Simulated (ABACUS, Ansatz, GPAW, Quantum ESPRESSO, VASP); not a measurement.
Fitting the PBEsol energy curve of CsPbCl3

```yaml
crystal:
  lattice:
    - [5.60500, 0.00000, 0.00000]
    - [0.00000, 5.60500, 0.00000]
    - [0.00000, 0.00000, 5.60500]
  atoms:
    - { symbol: Pb, position: [0.50000, 0.50000, 0.50000] }
    - { symbol: Cs, position: [0.00000, 0.00000, 0.00000] }
    - { symbol: Cl, position: [0.50000, 0.00000, 0.50000] }
    - { symbol: Cl, position: [0.00000, 0.50000, 0.50000] }
    - { symbol: Cl, position: [0.50000, 0.50000, 0.00000] }
```

The cell was scaled at fixed shape and fractions and run with Ansatz, all-electron LAPW, scalar-relativistic; PBEsol, k mesh 5 × 5 × 5 on the cell of 5 atoms, fermi-dirac occupations of 0.05 eV, no spin polarisation, no spin-orbit coupling. Energies are those that the program minimises, any entropy of the smearing included.

| V (Å³/atom) | energy over the lowest row (meV/atom) |
| --- | --- |
| 33.1043 | 13.307 |
| 33.8087 | ? |
| 34.5130 | 1.811 |
| 35.2174 | 0.000 |
| 35.9217 | 0.433 |
| 36.6261 | 2.884 |
| 37.3304 | 7.133 |

**Question.** Fit the third-order Birch-Murnaghan form, give V0, B0 and B′, and predict the energy left open.

**Answer.** With y = (V0/V)^(2/3), E = E0 + (9 V0 B0/16) [(y - 1)³ B′ + (y - 1)² (6 - 4y)]. Least squares through the rows shown give V0 = 35.4232 Å³/atom, E0 = -0.097 meV, B0 = 24.90 GPa (1 eV/Å³ = 160.218 GPa) and B′ = 4.65, with a largest miss of 0.004 meV. At V = 33.8087 the form with these constants gives 6.146 meV; the run gave 6.145 meV an atom. Other set-ups at this level, from all their volumes (Å³/atom, GPa): ABACUS, PseudoDojo NC SR 0.4.1 PBEsol standard, plane waves: V0 35.454, B0 24.93; GPAW, PAW data sets generated for this functional: V0 35.329, B0 25.06; Quantum ESPRESSO, GBRV 1.5 PBEsol: V0 35.328, B0 24.95; VASP, PBE PAW files Cl, Cs_sv, Pb_d, 520 eV (made for PBE): V0 35.442, B0 24.95.
